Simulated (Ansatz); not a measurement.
Runs of Ansatz 0.2.0 on TiSi2. The structure is orthorhombic, space group Immm (No. 71). Conventional cell: a = 2.946 Å, b = 3.424 Å, c = 8.424 Å, α = 90.00°, β = 90.00°, γ = 90.00°. Ti (site symmetry mmm) is surrounded by 10 Si at 2.67 to 2.78 Å and 2 Ti at 2.95 Å. Si (site symmetry mm2) has 7 Si at 2.63 to 2.95 Å and 5 Ti at 2.67 to 2.78 Å as nearest neighbours. The cell comes from a database or a generator and needn't be the stable form of this composition.

| potentials or basis | cutoff (eV) | basis error allowed | pressure (GPa) | largest force (eV/Å) |
| --- | --- | --- | --- | --- |
| all-electron LAPW, inner shells corrected to Dirac's equation | 202 | 0.002 eV/atom | -3.6 | 0.07 |
| all-electron LAPW, non-relativistic | 202 | 0.002 eV/atom | (a) | 0.05 |
| all-electron LAPW, scalar-relativistic | 202 | 0.002 eV/atom | -3.6 | 0.07 |
| all-electron PAW datasets made for the crystal | 260 | - | -3.6 | 0.07 |

Alike in all rows: task band structure; level PBEsol; no spin polarisation; cell as given; k mesh 12 × 12 × 12; smearing fermi-dirac 0.05 eV.

Task: Estimate the missing entries.

Result: (a) -3.5.

The runs don't all hold the same shells in valence.
